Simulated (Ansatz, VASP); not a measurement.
## AlN in VASP and in Ansatz

Contents of INCAR:

```
SYSTEM = AlN
  PREC = Accurate
  ENCUT = 520
  EDIFF = 1E-6
  ISMEAR = 0
  SIGMA = 0.05
  LREAL = .False.
  LASPH = .True.
  NELM = 100
  ALGO = Normal
  ISIF = 2
  LWAVE = .False.
  LCHARG = .False.
  GGA = PE
  NBANDS = 16
```

File KPOINTS:

```
Automatic mesh
0
Gamma
  6 6 6
  0 0 0
```

The input POSCAR:

```
AlN
1.0
    0.0000000000     -2.2015682416     -2.2015682416
   -2.2015682416      0.0000000000     -2.2015682416
    2.2015682416      2.2015682416     -4.4031364832
Al N
2 2
Direct
   -0.0031738219      0.0189779520      0.0008842550
    0.5049423320      0.4827905581      0.5008842550
    0.3696604272      0.3895095334      0.8732966687
    0.8769329103      0.8570838041      0.3732966687
```

Input for Ansatz:

```yaml
crystal:
  lattice:
    - [0.0, -2.2015682416, -2.2015682416]
    - [-2.2015682416, 0.0, -2.2015682416]
    - [2.2015682416, 2.2015682416, -4.4031364832]
  atoms:
    - { symbol: Al, position: [-0.0031738219, 0.018977952, 0.000884255] }
    - { symbol: Al, position: [0.504942332, 0.4827905581, 0.500884255] }
    - { symbol: "N", position: [0.3696604272, 0.3895095334, 0.8732966687] }
    - { symbol: "N", position: [0.8769329103, 0.8570838041, 0.3732966687] }
basis:
  ecutwfc: 520.0
kpoints:
  mp_grid: { grid: [6, 6, 6] }
hamiltonian:
  xc: pbe
scf:
  occupations: { method: gaussian, width: 0.05 }
output:
  forces: true
  stress: true
  eigenvalues: true
```

Change from the starting cell: mode 4 frozen in at -0.051 Å and mode 10 at +0.015 Å (largest displacements).

Alike in both runs: task single point; functional PBE; k mesh 6 × 6 × 6; occupations gaussian, width 0.05 eV; no spin polarisation.

```csv
,VASP,Ansatz
version,VASP 6.6.1,Ansatz 0.2.0
potentials or method,"VASP PAW PBE potentials, release 64 (Al, N)","scalar-relativistic, plane waves, PAW"
plane-wave cutoff (eV),520,520
valence electrons in the cell,16,16
```

Ansatz gave:

- gap on the k mesh at the Fermi level (eV): 3.25
- least direct gap on the mesh (eV): 3.74
- pressure (GPa): 0.0
- largest component of the traceless stress (GPa): 1.37
- rms of the force components (eV/Å): 0.207

**Question.** What did VASP give for the same quantities?

**Answer.** gap on the k mesh at the Fermi level (eV): 3.25; least direct gap on the mesh (eV): 3.74; pressure (GPa): -0.3; largest component of the traceless stress (GPa): 1.37; rms of the force components (eV/Å): 0.208.

Atom by atom the forces differ by 0.001 eV/Å (rms over components). The functional is the same, so the differences come from potentials, cutoffs and numerics.

A k mesh can miss the band edges.
